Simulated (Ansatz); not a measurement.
# Hf2S: how settings move the results

This session on Hf2S sets out to sweep the k-point mesh shifted by half a step.

Method: DFT PBEsol, scalar-relativistic, plane waves, PAW, in Ansatz 0.2.0.

4 further runs of the same task are left out: 3 for a known fault of the program, 1 set aside as unsound or not needed. Runs told in other sessions of the task aren't counted.

## (1) The starting structure

The structure is hexagonal, space group P6_3/mmc (No. 194). The conventional cell has a = 3.374 Å, b = 3.374 Å, c = 11.717 Å, α = 90.00°, β = 90.00°, γ = 120.00°. Around Hf (site symmetry 3m) lie 3 S at 2.62 Å. Around S (site symmetry -6m2) lie 6 Hf at 2.62 Å.

Structure file:

```
Hf S
1.0
     3.37427    0.00000    0.00000
    -1.68714    2.92221    0.00000
     0.00000    0.00000   11.71741
Hf S
4 2
Direct
  0.66667 0.33333 0.89981
  0.33333 0.66667 0.39981
  0.66667 0.33333 0.60019
  0.33333 0.66667 0.10019
  0.00000 0.00000 0.75000
  0.00000 0.00000 0.25000
```

Source of the structure: the Materials Project (structure only). It is taken as it stands there.

## (2) The base input

Contents of input.yaml:

```yaml
crystal:
  lattice:
    - [3.3742737662, 0.0, 0.0]
    - [-1.6871368831, 2.9222068008, 0.0]
    - [0.0, 0.0, 11.71740703]
  atoms:
    - { symbol: Hf, position: [0.66666667, 0.33333333, 0.89981164] }
    - { symbol: Hf, position: [0.33333333, 0.66666667, 0.39981164] }
    - { symbol: Hf, position: [0.66666667, 0.33333333, 0.60018836] }
    - { symbol: Hf, position: [0.33333333, 0.66666667, 0.10018836] }
    - { symbol: S, position: [0.0, 0.0, 0.75] }
    - { symbol: S, position: [0.0, 0.0, 0.25] }
basis:
  ecutwfc: 420
kpoints:
  mp_grid: { grid: [12, 12, 4] }
hamiltonian:
  xc: pbesol
scf:
  occupations: { method: gaussian, width: 0.1 }
output:
  forces: true
  stress: true
  eigenvalues: true
  populations: true
```

It was run beforehand and gave: -10694.7505 eV/atom at zero smearing, pressure -2.84 GPa, largest force 0.195 eV/Å, no gap on the mesh, in 8 SCF cycles and 7.7 s.

## (3) K-point mesh shifted by half a step: 6×6×1

Contents of input.yaml:

```yaml
crystal:
  lattice:
    - [3.3742737662, 0.0, 0.0]
    - [-1.6871368831, 2.9222068008, 0.0]
    - [0.0, 0.0, 11.71740703]
  atoms:
    - { symbol: Hf, position: [0.6666666667, 0.3333333333, 0.89981164] }
    - { symbol: Hf, position: [0.3333333333, 0.6666666667, 0.39981164] }
    - { symbol: Hf, position: [0.6666666667, 0.3333333333, 0.60018836] }
    - { symbol: Hf, position: [0.3333333333, 0.6666666667, 0.10018836] }
    - { symbol: S, position: [0.0, 0.0, 0.75] }
    - { symbol: S, position: [0.0, 0.0, 0.25] }
basis:
  ecutwfc: 420
kpoints:
  mp_grid: { grid: [6, 6, 1], shift: [0.5, 0.5, 0] }
hamiltonian:
  xc: pbesol
scf:
  occupations: { method: gaussian, width: 0.1 }
output:
  forces: true
  stress: true
  eigenvalues: true
```

On the command line:

```sh
$ ansatz run input.yaml --threads 1 --pin off --max-ram 2560MiB --backend cpu --events-out ev --progress --plain --runs-dir out
```

The program printed, cut to the lines that bear on the results:

```text
Warning: crystal.symmetry: narrowed to the stabiliser of the k-point mesh — unitary ops 24 → 8; excluded 16 operations that carry a point of the 6×6×1 mesh (shift [0.5, 0.5, 0]) off the mesh (the run samples exactly the mesh kpoints.mp_grid names, as under crystal.symmetry.detect: false, [...]
Warning: RAYON_NUM_THREADS=1 ignored (pool sized by the plan → 1); use --threads N
[...]
Pseudopotentials: kind: paw
Pseudopotential: Hf, paw, valence charge 26, recommended cutoff 420 eV (normal), Hf.paw.azcp
Pseudopotential: S, paw, valence charge 6, recommended cutoff 420 eV (normal), S.paw.azcp
Functional definition: PBEsol
[...]
Crystal: 6 atoms, lattice volume = 115.537 Å³
Basis set: ecut = 420 eV, 2271 PW (Γ), exchange–correlation on 48×48×160 points (8 copies of the dense FFT grid, shifted against one another)
Bands: 70, of which v1, the nominal top of the filled ones, is band 58 counted from 1 (57 counted from 0)
Symmetry: 8 space group operations
k-points: 12 of 36
[...]
SCF iter   1: F=—  HF=-64168.366669 eV  |F-HF|=—  |Δ(HF+E_count)|=         —  Δρ=4.93e-3  dr2=5.50e-2  ethr=1.77e-3  ⟨swp⟩=5.2  Hψ=2684  notcnv=0  defer=2
[...]
SCF iter   8: F=-64168.358366 eV  HF=-64168.358366 eV  |F-HF|=2.13e-9  |Δ(HF+E_count)|=   1.63e-8  Δρ=2.61e-6  dr2=6.25e-9  ethr=8.62e-11  ⟨swp⟩=9.2  Hψ=3609  notcnv=0
[...]
SCF converged after 8 iterations
Free energy (F): -64168.358366 eV
[...]
E sigma→0 (E₀):  -64168.346025 eV
Entropy (-TS):   -0.024683 eV (-4.114 meV/atom)
Fermi energy:    18.265070 eV
[...]
--- Forces (eV/Å), atoms counted from 1 ---
  atom   1  Hf    -0.04743841     0.02738858    -0.10066683
  atom   2  Hf     0.04743841    -0.02738858    -0.10066683
  atom   3  Hf    -0.04743841     0.02738858     0.10066683
  atom   4  Hf     0.04743841    -0.02738858     0.10066683
  atom   5  S      0.02241932    -0.01294380     0.00000000
  atom   6  S     -0.02241932     0.01294380     0.00000000
[...]
--- Stress (GPa, compression-positive) ---
       -3.367324      -0.293981       0.000000
       -0.293981      -3.706784      -0.000000
        0.000000       0.000000      -0.310118
  P = ⅓ Tr σ = -2.4614 GPa (-24.614 kbar)
--- Band table (eV; the first three rows and the last of 12) ---
[...]
```

Run time: 1.7 s. Hardware: 1 thread of AMD EPYC 9R45 (Zen 5), shared host; peak memory 0.47 GiB.

Read-out: -10694.7243 eV/atom at zero smearing, pressure -2.46 GPa, largest force 0.115 eV/Å and no gap on the mesh. The log warns that the mesh lowers the symmetry.

## (4) K-point mesh shifted by half a step: 6×6×2

input.yaml, as its differences from that of step 3:

```diff
@@ -15,3 +15,3 @@
 kpoints:
-  mp_grid: { grid: [6, 6, 1], shift: [0.5, 0.5, 0] }
+  mp_grid: { grid: [6, 6, 2], shift: [0.5, 0.5, 0.5] }
 hamiltonian:
```

On the command line:

```sh
$ ansatz run input.yaml --threads 1 --pin off --max-ram 2560MiB --backend cpu --events-out ev --progress --plain --runs-dir out
```

The program printed:

```text
Warning: crystal.symmetry: narrowed to the stabiliser of the k-point mesh — unitary ops 24 → 8; excluded 16 operations that carry a point of the 6×6×2 mesh (shift [0.5, 0.5, 0.5]) off the mesh (the run samples exactly the mesh kpoints.mp_grid names, as under crystal.symmetry.detect: false, and its converged state has the mesh's symmetry, not the crystal's; ε∞, the Born charges and the force constants of a linear response (`dielectric:` by the response, `phonons.method: dfpt`) are averaged over those of the crystal's operations that the state keeps within a tolerance, where `mesh_tensors`, `unaveraged_element` or `gamma_mean_max_change_ev_ang2` stands beside them; a row that `dielectric.field_direction` solves alone is averaged likewise, with nothing beside; a Γ-centred mesh of equal divisions is mapped onto itself by every operation and keeps the whole group, as does a half-shifted one under kpoints.further_shifts: images)
Warning: RAYON_NUM_THREADS=1 ignored (pool sized by the plan → 1); use --threads N
Engine: ansatz 0.2.0, x86_64-unknown-linux-gnu
[... 4 set-up lines as earlier in the session ...]
  exchange = pbesol_x
  correlation = pbesol_c
Crystal: 6 atoms, lattice volume = 115.537 Å³
Basis set: ecut = 420 eV, 2271 PW (Γ), exchange–correlation on 48×48×160 points (8 copies of the dense FFT grid, shifted against one another)
Bands: 70, of which v1, the nominal top of the filled ones, is band 58 counted from 1 (57 counted from 0)
[... 1 set-up line as earlier in the session ...]
k-points: 12 of 72
Non-local potential: Hf, projectors of the file, l = 0: 3, l = 1: 2, l = 2: 2, l = 3: 3
Non-local potential: S, projectors of the file, l = 0: 2, l = 1: 2, l = 2: 2
PAW form: soft (Blöchl's): semilocal exchange-correlation on the pseudo side does not see the compensation charge
PAW frozen core: Hf, regenerated for the run's functional, and the local potential with it (the file was generated under x = pbe(κ = 0.804, μ = 0.2195149727645171), c = pbe(β = 0.06672455060314922))
PAW frozen core: S, regenerated for the run's functional, and the local potential with it (the file was generated under x = pbe(κ = 0.804, μ = 0.2195149727645171), c = pbe(β = 0.06672455060314922))
PAW one-centre angular grid: Hf, 590 points (default); XC on 64 Gauss nodes
PAW one-centre angular grid: S, 110 points (default); XC on 64 Gauss nodes
Initial density: superposition of atomic densities (neutral atoms: chi_scale 0, normalization atom), corrected by the library's trained network
Initial wavefunctions: pseudopotential atomic-orbital guess
Functional: x = pbesol(κ = 0.804, μ = 0.12345679012345678), c = pbesol(β = 0.046)
SCF iter   1: F=—  HF=-64168.505156 eV  |F-HF|=—  |Δ(HF+E_count)|=         —  Δρ=5.00e-3  dr2=5.38e-2  ethr=1.77e-3  ⟨swp⟩=5.1  Hψ=2719  notcnv=0  defer=4
preconditioner: auto → Kerker (q_TF=auto, 2.730 Å⁻¹)  [metal: Δε(μ)=0.056 eV  Ē_g=17.043 eV  σ=0.100 eV  W_gap=0.30  n_scr=52 (ndim 8)  ℏωp=35.9 eV  f_vac=0.000  D(μ)=3.89/eV (n_scr^D=38)]
SCF iter   2: F=—  HF=-64168.501548 eV  |F-HF|=—  |Δ(HF+E_count)|=   3.61e-3  Δρ=3.14e-3  dr2=2.48e-2  ethr=4.64e-5  ⟨swp⟩=1.5  Hψ=982  notcnv=0  defer=5
SCF iter   3: F=—  HF=-64168.497167 eV  |F-HF|=—  |Δ(HF+E_count)|=   4.38e-3  Δρ=6.87e-4  dr2=1.39e-3  ethr=2.14e-5  ⟨swp⟩=2.0  Hψ=1192  notcnv=0  defer=5
SCF iter   4: F=—  HF=-64168.496906 eV  |F-HF|=—  |Δ(HF+E_count)|=   2.61e-4  Δρ=4.07e-4  dr2=3.85e-4  ethr=1.19e-6  ⟨swp⟩=2.0  Hψ=1262  notcnv=0  defer=5
SCF iter   5: F=—  HF=-64168.496716 eV  |F-HF|=—  |Δ(HF+E_count)|=   1.91e-4  Δρ=1.93e-4  dr2=3.85e-5  ethr=3.32e-7  ⟨swp⟩=2.0  Hψ=1340  notcnv=0  defer=5
SCF iter   6: F=—  HF=-64168.496773 eV  |F-HF|=—  |Δ(HF+E_count)|=   5.70e-5  Δρ=5.98e-5  dr2=6.42e-6  ethr=3.32e-8  ⟨swp⟩=2.0  Hψ=831  notcnv=0  defer=5
SCF iter   7: F=—  HF=-64168.496772 eV  |F-HF|=—  |Δ(HF+E_count)|=   3.51e-7  Δρ=1.22e-5  dr2=2.18e-7  ethr=5.53e-9  ⟨swp⟩=2.0  Hψ=1284  notcnv=0  defer=5
SCF iter   8: F=-64168.496772 eV  HF=-64168.496772 eV  |F-HF|=5.29e-9  |Δ(HF+E_count)|=   1.40e-9  Δρ=2.66e-6  dr2=1.03e-8  ethr=8.62e-11  ⟨swp⟩=9.2  Hψ=3757  notcnv=0
SCF 1 converged in 8 iterations: F = -64168.496772 eV  dr2 = 1.03e-8
SCF converged after 8 iterations
Free energy (F): -64168.496772 eV
Harris-Foulkes:  -64168.496772 eV  (|F-HF|=5.29e-9)
Internal energy: -64168.476079 eV  (E = F + TS)
E sigma→0 (E₀):  -64168.486426 eV
Entropy (-TS):   -0.020693 eV (-3.449 meV/atom)
Fermi energy:    18.378784 eV
--- Per-component energies (eV) ---
  E_band       = 64.889857
  E_kinetic    = 1911.901470
  E_local      = -22284.688942  (includes V_loc(G=0)·N_el)
  E_nonlocal   = -4898.869594
  E_hartree    = 10453.112862
  E_xc         = -1385.192540
  E_vxc        = -1241.606804  (∫ρ·V_xc dr)
  E_paw        = -28395.647207  (= ΣΔE_a)
  E_vpaw       = 5671.937244  (= ΣTr[D̂ρ^β])
  E_aug_tail   = -0.000002  (compensation charges beyond the density's cutoff)
  E_ewald      = -19574.220391
  E_core_change = 5.128265  (= ΣΔE_core)
  E_smearing   = -0.020693  (= −TS)
  E_closure    = 0.000000  (closes the sum)
  Σ components = -64168.496772   (vs F -64168.496772, Δ=0.00e0)
--- Forces (eV/Å), atoms counted from 1 ---
  atom   1  Hf    -0.04742505     0.02738086    -0.11067696
  atom   2  Hf     0.04742505    -0.02738086    -0.11067696
  atom   3  Hf    -0.04742505     0.02738086     0.11067696
  atom   4  Hf     0.04742505    -0.02738086     0.11067696
  atom   5  S      0.01738809    -0.01003902     0.00000000
  atom   6  S     -0.01738809     0.01003902     0.00000000
  max |Σ_I F_I| component: 6.94e-18 eV/Å
--- Stress (GPa, compression-positive) ---
       -3.318735       0.441554       0.000000
        0.441554      -2.808872      -0.000000
        0.000000      -0.000000      -2.206496
  P = ⅓ Tr σ = -2.7780 GPa (-27.780 kbar)
--- Band table (eV; the first three rows and the last of 12) ---
  k-point 0: bands = ["-43.8535", "-43.8514", "-43.8099", "-43.8078", "-12.8686", "-12.7925", "-12.5174", "-12.4763", "-12.4062", "-12.3986", "-12.3547", "-12.3323", "-12.3206", "-12.3020", "-12.2847", "-12.2769", "3.1469", "3.2068", "6.1675", "6.1690", "6.1708", "6.1741", "6.1762", "6.1773", "6.1794", "6.1817", "6.1852", "6.1882", "6.1950", "6.1988", "6.2047", "6.2060", "6.2088", "6.2092", "6.2111", "6.2126", "6.2152", "6.2163", "6.2169", "6.2214", "6.2216", "6.2243", "6.2435", "6.2437", "6.2463", "6.2465", "10.9573", "11.4919", "13.6137", "14.0136", "14.5764", "14.8182", "14.9249", "15.4266", "16.4687", "17.1593", "18.3367", "18.3628", "18.9661", "18.9871", "19.2425", "19.3530", "19.8884", "19.9925", "20.3629", "20.6849", "20.9448", "21.1341", "21.3276", "21.4334"]
  k-point 1: bands = ["-43.8389", "-43.8369", "-43.8081", "-43.8060", "-12.8117", "-12.7554", "-12.6766", "-12.6455", "-12.5090", "-12.4871", "-12.4255", "-12.4105", "-12.3657", "-12.3197", "-12.3160", "-12.3072", "3.6533", "3.6708", "6.1696", "6.1702", "6.1731", "6.1796", "6.1799", "6.1835", "6.1859", "6.1892", "6.1960", "6.1992", "6.2013", "6.2030", "6.2050", "6.2071", "6.2082", "6.2092", "6.2100", "6.2113", "6.2137", "6.2185", "6.2221", "6.2251", "6.2280", "6.2286", "6.2312", "6.2333", "6.2343", "6.2415", "11.9302", "11.9684", "12.2369", "12.3258", "14.1309", "14.2044", "15.6014", "15.6687", "16.5516", "16.8378", "17.5220", "17.5812", "18.6086", "19.3217", "19.4169", "19.5325", "20.4834", "20.6286", "20.9454", "21.0890", "21.5703", "22.0277", "22.3062", "22.4340"]
  k-point 2: bands = ["-43.8255", "-43.8235", "-43.8095", "-43.8075", "-12.8050", "-12.7932", "-12.7695", "-12.7557", "-12.5264", "-12.5066", "-12.4819", "-12.4516", "-12.4078", "-12.3593", "-12.3407", "-12.3309", "4.0582", "4.0736", "6.1670", "6.1679", "6.1753", "6.1808", "6.1838", "6.1879", "6.1890", "6.1943", "6.1948", "6.1982", "6.2025", "6.2052", "6.2071", "6.2075", "6.2110", "6.2136", "6.2152", "6.2158", "6.2163", "6.2176", "6.2223", "6.2242", "6.2289", "6.2311", "6.2341", "6.2347", "6.2486", "6.2542", "11.0520", "11.1173", "12.4688", "12.5595", "13.8240", "13.8705", "15.9616", "16.0571", "16.5456", "16.8840", "17.2044", "17.4642", "18.4238", "19.0516", "19.1798", "20.2980", "21.5698", "21.6735", "21.9335", "22.3617", "22.8075", "23.0308", "23.2262", "23.3238"]
  k-point 11: bands = ["-43.8285", "-43.8265", "-43.8087", "-43.8067", "-12.8071", "-12.7857", "-12.7654", "-12.7483", "-12.5040", "-12.4806", "-12.4728", "-12.4658", "-12.4068", "-12.3517", "-12.3244", "-12.3164", "3.9731", "3.9953", "6.1666", "6.1678", "6.1750", "6.1811", "6.1824", "6.1887", "6.1912", "6.1930", "6.1958", "6.1973", "6.2022", "6.2056", "6.2058", "6.2078", "6.2115", "6.2134", "6.2153", "6.2166", "6.2182", "6.2192", "6.2207", "6.2230", "6.2265", "6.2314", "6.2314", "6.2325", "6.2410", "6.2523", "11.1008", "11.2389", "12.3617", "12.4960", "14.1311", "14.2546", "15.7598", "15.9456", "16.4620", "16.7227", "17.2430", "17.4873", "18.2149", "19.1880", "19.3133", "20.2245", "21.5125", "21.5752", "21.7611", "22.1931", "22.3755", "22.7754", "22.8285", "23.0532"]
```

Wall time 1.6 s (1 thread of AMD EPYC 9R45 (Zen 5), shared host); peak memory 0.47 GiB.

Result: -10694.7477 eV/atom at zero smearing, pressure -2.78 GPa, largest force 0.123 eV/Å and no gap on the mesh. The log warns that the mesh lowers the symmetry.

## (5) K-point mesh shifted by half a step: 12×12×2

input.yaml, as its differences from that of step 4:

```diff
@@ -15,3 +15,3 @@
 kpoints:
-  mp_grid: { grid: [6, 6, 2], shift: [0.5, 0.5, 0.5] }
+  mp_grid: { grid: [12, 12, 2], shift: [0.5, 0.5, 0.5] }
 hamiltonian:
```

On the command line:

```sh
$ ansatz run input.yaml --threads 1 --pin off --max-ram 2560MiB --backend cpu --events-out ev --progress --plain --runs-dir out
```

The program printed, cut to the lines that bear on the results:

```text
Warning: crystal.symmetry: narrowed to the stabiliser of the k-point mesh — unitary ops 24 → 8; excluded 16 operations that carry a point of the 12×12×2 mesh (shift [0.5, 0.5, 0.5]) off the mesh (the run samples exactly the mesh kpoints.mp_grid names, as under crystal.symmetry.detect: [...]
Warning: RAYON_NUM_THREADS=1 ignored (pool sized by the plan → 1); use --threads N
[...]
[... 4 set-up lines as earlier in the session ...]
[...]
Crystal: 6 atoms, lattice volume = 115.537 Å³
Basis set: ecut = 420 eV, 2271 PW (Γ), exchange–correlation on 48×48×160 points (8 copies of the dense FFT grid, shifted against one another)
Bands: 70, of which v1, the nominal top of the filled ones, is band 58 counted from 1 (57 counted from 0)
[... 1 set-up line as earlier in the session ...]
k-points: 42 of 288
[...]
SCF iter   1: F=—  HF=-64168.514371 eV  |F-HF|=—  |Δ(HF+E_count)|=         —  Δρ=5.04e-3  dr2=5.29e-2  ethr=1.77e-3  ⟨swp⟩=5.2  Hψ=9506  notcnv=0  defer=13
[...]
SCF iter   8: F=-64168.506161 eV  HF=-64168.506161 eV  |F-HF|=8.47e-9  |Δ(HF+E_count)|=   9.63e-9  Δρ=2.70e-6  dr2=1.42e-8  ethr=8.62e-11  ⟨swp⟩=9.0  Hψ=13143  notcnv=0
[...]
SCF converged after 8 iterations
Free energy (F): -64168.506161 eV
[...]
E sigma→0 (E₀):  -64168.498402 eV
Entropy (-TS):   -0.015518 eV (-2.586 meV/atom)
Fermi energy:    18.344317 eV
[...]
--- Forces (eV/Å), atoms counted from 1 ---
  atom   1  Hf     0.01296454    -0.00748508    -0.20706477
  atom   2  Hf    -0.01296454     0.00748508    -0.20706477
  atom   3  Hf     0.01296454    -0.00748508     0.20706477
  atom   4  Hf    -0.01296454     0.00748508     0.20706477
  atom   5  S     -0.00503358     0.00290614     0.00000000
  atom   6  S      0.00503358    -0.00290614     0.00000000
[...]
--- Stress (GPa, compression-positive) ---
       -3.067689       0.076399      -0.000000
        0.076399      -2.979471      -0.000000
       -0.000000      -0.000000      -2.366041
  P = ⅓ Tr σ = -2.8044 GPa (-28.044 kbar)
--- Band table (eV; the first three rows and the last of 42) ---
[...]
```

Run time: 4.7 s. Hardware: 1 thread of AMD EPYC 9R45 (Zen 5), shared host; peak memory 0.6 GiB.

Result: -10694.7497 eV/atom at zero smearing, pressure -2.80 GPa, largest force 0.208 eV/Å and no gap on the mesh. The log warns that the mesh lowers the symmetry.

## (6) What the k-point mesh shifted by half a step changes

Energies are per atom, extrapolated to zero smearing, and count from the base run (12×12×4 mesh through Γ, Gaussian smearing of 0.1 eV). Pressure is positive in compression.

```csv
shifted mesh,ΔE (meV/atom),pressure (GPa),largest change of a force component (eV/Å),irreducible points,SCF cycles,CPU time
6×6×1,26.2,-2.46,0.095,12,8,1.7 s
6×6×2,2.79,-2.78,0.085,12,8,1.6 s
12×12×2,0.80,-2.80,0.013,42,8,4.7 s
```

CPU times come from a shared host, so they are rough.

## (7) What came out

| quantity | value |
| --- | --- |
| largest energy shift, k-point mesh shifted by half a step | 26.2 meV/atom at 6×6×1 |

In words: The densest shifted mesh lands 0.80 meV/atom from the base run. The shift lowers the symmetry that the mesh keeps. The runs treat Hf without spin-orbit coupling.
